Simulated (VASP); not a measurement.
# S (a cell with a defect) in VASP: further runs, part 2 of 2

VASP 6.6.1. The steps go on from the part before.

### Step 4. Single point, PBEsol

Contents of INCAR:

```
PREC = Accurate
ENCUT = 520
EDIFF = 1E-7
ISMEAR = 0
SIGMA = 0.05
LREAL = Auto
LASPH = T
NELM = 100
ALGO = Fast
ISIF = 2
LWAVE = F
LCHARG = F
GGA = PS
NBANDS = 86
```

Contents of KPOINTS:

```
Automatic mesh
0
Gamma
  3 3 3
```

Contents of POSCAR:

```
S
1.0
    0.0000000000      6.0153880483     -5.8370511382
    5.2094788634     -3.0076940241     -5.8370511382
   -5.2094788634     -3.0076940241     -5.8370511382
S
23
Direct
    0.5586144061      0.4408604076      0.2040520757
    0.3070955819      0.1949250207      0.9507929498
    0.0568444113      0.9376005304      0.6963243811
    0.6820352704      0.4693318789      0.8036708878
    0.4444283958      0.2038175108      0.5566744948
    0.1988445610      0.9525163995      0.3018300086
    0.9429132023      0.7048648323      0.0479417331
    0.4638598632      0.7841374507      0.6973051567
    0.2093375548      0.5595341046      0.4452677805
    0.9552756817      0.3001522992      0.1925939398
    0.7098222141      0.0599895698      0.9354840520
    0.4231242042      0.5445417270      0.8113087178
    0.1972546730      0.3125582659      0.5471483338
    0.9498450807      0.0510619600      0.2931618001
    0.6962089769      0.8128788920      0.0427640484
    0.6014669990      0.7417868784      0.4754677251
    0.3110000062      0.5482774753      0.1968816739
    0.0574306766      0.2940588025      0.9437635213
    0.8102570165      0.0484195645      0.6875211114
    0.7613706269      0.5012572199      0.5556121770
    0.5461210070      0.1938074573      0.3089028471
    0.3022590841      0.9456535723      0.0532428107
    0.0411748492      0.6910403605      0.7998349280
```

Potentials or basis: VASP PAW PBE potentials, release 64 (S).

Command:

```sh
$ cat potpaw_PBE.64/S/POTCAR > POTCAR
$ mpirun -np 1 vasp_std > vasp.out
```

OUTCAR:

```text
PREC = Accurate
   ENCUT = 520
   EDIFF = 1E-7
   ISMEAR = 0
   LREAL = Auto
   LASPH = T
   NELM = 100
   ISIF = 2
   GGA = PS

 ion  position               nearest neighbor table
   1  0.559  0.441  0.204-  21 2.07  17 2.07
   2  0.307  0.195  0.951-  22 2.08  18 2.08
   3  0.057  0.938  0.696-  23 2.07  19 2.07
   4  0.682  0.469  0.804-  20 2.01  12 2.11
   5  0.444  0.204  0.557-  21 2.07  13 2.08
   6  0.199  0.953  0.302-  14 2.07  22 2.08
[... 15 lines left out ...]
  22  0.302  0.946  0.053-   6 2.08   2 2.08
  23  0.041  0.691  0.800-   3 2.07   7 2.07

  LATTYP: Found a trigonal (rhomboedric) cell.
 ALAT       =     8.3818887705
 COS(alpha) =     0.2274354618

  Lattice vectors:

 A1 = (   0.0000000000,   6.0153880483,  -5.8370511382)
 A2 = (   5.2094788634,  -3.0076940241,  -5.8370511382)
 A3 = (  -5.2094788634,  -3.0076940241,  -5.8370511382)

Analysis of symmetry for initial positions (statically):
=====================================================================
[... 210 lines left out ...]
 fundamental gap:      1.7166105985
 Fermi energy:         3.0435854364

 k-point     1 :       0.0000    0.0000    0.0000
  band No.  band energies     occupation
      1     -14.1095      2.00000
      2     -13.8999      2.00000
      3     -13.7923      2.00000
      4     -13.6983      2.00000
      5     -12.2881      2.00000
      6     -12.2845      2.00000
[... 1165 lines left out ...]
     80       5.8446      0.00000
     81       5.9168      0.00000
 [bands above 81 left out]

------------------------ aborting loop because EDIFF is reached ----------------------------------------

  FORCE on cell =-STRESS in cart. coord.  units (eV):
  Direction    XX          YY          ZZ          XY          YZ          ZX
  --------------------------------------------------------------------------------------
  -------------------------------------------------------------------------------------
  Total       -1.1939593     -1.4310574     -0.6388558      0.5738553      0.1668677      0.1209310
  in kB       -3.4860003     -4.1782551     -1.8652658      1.6754840      0.4872034      0.3530819
  external PRESSURE =      -3.1765071 kB  Pullay stress =       0.0000000 kB

 VOLUME and BASIS-vectors are now :
 -----------------------------------------------------------------------------
  energy-cutoff  :      520.00
  volume of cell :      548.75
      direct lattice vectors                 reciprocal lattice vectors
     0.000000000  6.015388048 -5.837051138     0.000000000  0.110826876 -0.057106461
     5.209478863 -3.007694024 -5.837051138     0.095978890 -0.055413438 -0.057106461
    -5.209478863 -3.007694024 -5.837051138    -0.095978890 -0.055413438 -0.057106461

 POSITION                                       TOTAL-FORCE (eV/Angst)
 -----------------------------------------------------------------------------------
      1.23365      1.42058     -7.02505        -0.048944     -0.058440      0.064039
     -3.93768     -1.59867     -8.48015        -0.053913     -0.059271      0.062598
      1.25692     -4.57240     -9.86911        -0.048900     -0.054843      0.059603
     -1.74173      0.27390    -11.41166         0.086599     -0.013311      0.075528
     -1.83820      0.38608     -7.03318         0.074471     -0.012836      0.060000
      3.38974     -2.57656     -8.48235         0.075950     -0.011948      0.063143
[... 15 lines left out ...]
      4.64900     -1.18617     -7.59491         0.022362     -0.073124     -0.060113
     -0.56676     -4.23641     -8.94266         0.025603     -0.076546     -0.064947
 -----------------------------------------------------------------------------------
    total drift:                               -0.002483      0.004475     -0.006682

  FREE ENERGIE OF THE ION-ELECTRON SYSTEM (eV)
  ---------------------------------------------------
  free  energy   TOTEN  =       -99.4884433840 eV

  energy  without entropy=      -99.4884433840  energy(sigma->0) =      -99.48844338
```

OSZICAR:

```text
N       E                     dE             d eps       ncg     rms          rms(c)
DAV:   1     0.858009803873E+03    0.85801E+03   -0.59252E+04  2416   0.138E+03
DAV:   2    -0.137710615723E+02   -0.87178E+03   -0.84466E+03  3022   0.245E+02
DAV:   3    -0.976115027203E+02   -0.83840E+02   -0.82579E+02  2792   0.826E+01
DAV:   4    -0.100431795830E+03   -0.28203E+01   -0.27956E+01  3304   0.156E+01
DAV:   5    -0.100504784104E+03   -0.72988E-01   -0.72827E-01  3352   0.267E+00    0.513E+01
RMM:   6    -0.997604614957E+02    0.74432E+00   -0.42103E-01  2559   0.177E+00    0.308E+01
RMM:   7    -0.994795238184E+02    0.28094E+00   -0.10848E+00  2762   0.286E+00    0.691E-01
RMM:   8    -0.994850328796E+02   -0.55091E-02   -0.15037E-01  2997   0.130E+00    0.351E-01
RMM:   9    -0.994880225203E+02   -0.29896E-02   -0.38620E-02  3232   0.578E-01    0.206E-01
RMM:  10    -0.994882757874E+02   -0.25327E-03   -0.44723E-03  3186   0.212E-01    0.883E-02
RMM:  11    -0.994884168002E+02   -0.14101E-03   -0.14409E-03  3363   0.107E-01    0.337E-02
RMM:  12    -0.994884346338E+02   -0.17834E-04   -0.18383E-04  3165   0.421E-02    0.135E-02
RMM:  13    -0.994884430552E+02   -0.84214E-05   -0.87832E-05  3480   0.236E-02    0.711E-03
RMM:  14    -0.994884431510E+02   -0.95841E-07   -0.91141E-06  3183   0.786E-03    0.297E-03
RMM:  15    -0.994884433931E+02   -0.24205E-06   -0.32944E-06  3143   0.402E-03    0.955E-04
RMM:  16    -0.994884433840E+02    0.90567E-08   -0.43476E-07  2204   0.157E-03
   1 F= -.99488443E+02 E0= -.99488443E+02  d E =-.137661E-11
```

It took 8.8 min on 1 thread of Intel Xeon 6975P-C (Granite Rapids), shared host; peak memory 0.77 GiB.

Results:

| Property | Result |
| --- | --- |
| Free energy | -99.4884 eV |
| Pressure | -0.3 GPa |
| Largest force | 0.118 eV/Å |
| Band gap on the k mesh | 1.72 eV, indirect (least direct gap 1.78 eV) |

Forces in eV/Å, atoms in the order of the input:
```
S   -0.049 -0.058  0.064
S   -0.054 -0.059  0.063
S   -0.049 -0.055  0.060
S    0.087 -0.013  0.076
S    0.074 -0.013  0.060
S    0.076 -0.012  0.063
S    0.071 -0.016  0.060
S   -0.015  0.071  0.063
S   -0.026  0.072  0.065
S   -0.027  0.076  0.062
S   -0.024  0.071  0.061
S    0.054  0.078 -0.070
S    0.050  0.058 -0.061
S    0.050  0.058 -0.063
S    0.046  0.063 -0.062
S   -0.084 -0.046 -0.025
S   -0.079  0.014 -0.061
S   -0.076  0.014 -0.064
S   -0.078  0.013 -0.064
S   -0.020 -0.094 -0.037
S    0.024 -0.071 -0.062
S    0.022 -0.073 -0.060
S    0.026 -0.077 -0.065
```

Stress tensor (GPa, compression positive):
```
-0.35  0.17  0.04
 0.17 -0.42  0.05
 0.04  0.05 -0.19
```

Levels at points of the mesh, in eV from the valence-band top:
| k point | band 65 | band 66 | band 67 | band 68 | band 69 | band 70 | band 71 | band 72 | band 73 | band 74 |
| --- | --- | --- | --- | --- | --- | --- | --- | --- | --- | --- |
| (0.00, 0.00, 0.00) | -0.93 | -0.77 | -0.64 | -0.23 | -0.07 | 1.72 | 1.90 | 2.16 | 2.34 | 2.48 |

Caveat: the PAW data sets were made with another functional, which shifts forces and pressure a little. A hybrid or GW would open this gap; PBEsol tends to underestimate it.
